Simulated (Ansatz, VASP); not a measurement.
## One calculation of HfC, two programs

Contents of INCAR:

```
ALGO     = Normal         # electronic algorithm
EDIFF    = 1E-7           # SCF threshold, eV
ENCUT    = 520            # plane-wave cutoff, eV
GGA      = PS             # functional
ISIF     = 2              # what is computed and relaxed
ISMEAR   = 0              # smearing method
LASPH    = True           # aspherical terms in the spheres
LCHARG   = False          # write CHGCAR
LREAL    = False          # projectors in reciprocal space
LWAVE    = False          # write WAVECAR
NBANDS   = 14             # bands
NELM     = 80             # most SCF steps
PREC     = Accurate       # precision mode
SIGMA    = 0.15           # smearing width, eV
```

The input KPOINTS:

```
k-points
0
Gamma
  20 20 20
```

File POSCAR:

```
HfC
1.0
    0.0000000000      2.2874934413      2.4018681134
    2.2874934413      0.0000000000      2.4018681134
    2.2874934413      2.2874934413      0.0000000000
Hf C
1 1
Direct
    0.5000000000      0.5000000000      0.5000000000
    0.0000000000      0.0000000000      0.0000000000
```

Input for Ansatz:

```yaml
crystal:
  lattice:
    - [0.0, 2.2874934413, 2.4018681134]
    - [2.2874934413, 0.0, 2.4018681134]
    - [2.2874934413, 2.2874934413, 0.0]
  atoms:
    - { symbol: Hf, position: [0.5, 0.5, 0.5] }
    - { symbol: C, position: [0.0, 0.0, 0.0] }
basis:
  ecutwfc: 420
kpoints:
  mp_grid: { grid: [20, 20, 20] }
hamiltonian:
  xc: pbesol
scf:
  occupations: { method: gaussian, width: 0.15 }
output:
  forces: true
  stress: true
  eigenvalues: true
```

Alike in both runs: task single point; functional PBEsol; k mesh 20 × 20 × 20; occupations gaussian, width 0.15 eV; no spin polarisation.

|  | VASP | Ansatz |
| --- | --- | --- |
| version | VASP 6.6.1 | Ansatz 0.2.0 |
| potentials or method | VASP PAW PBE potentials, release 64 (Hf_pv, C) | scalar-relativistic, plane waves, PAW |
| plane-wave cutoff (eV) | 520 | 420 |
| valence electrons in the cell | 14 | 30 |

```csv
,VASP,Ansatz,Ansatz less VASP
gap on the k mesh at the Fermi level (eV),none,none,-
pressure (GPa),-5.9,-5.5,+0.41
largest component of the traceless stress (GPa),11.93,11.75,-0.177
```

A gap of «none» marks a metal or a gap that the smearing closes. The functional is the same, so the differences come from potentials, cutoffs and numerics. The two sets of potentials don't hold the same shells in valence.

Caveats: the PAW data sets were made with another functional, which shifts forces and pressure a little (VASP). Spin-orbit coupling is left out, which matters for the levels of Hf.
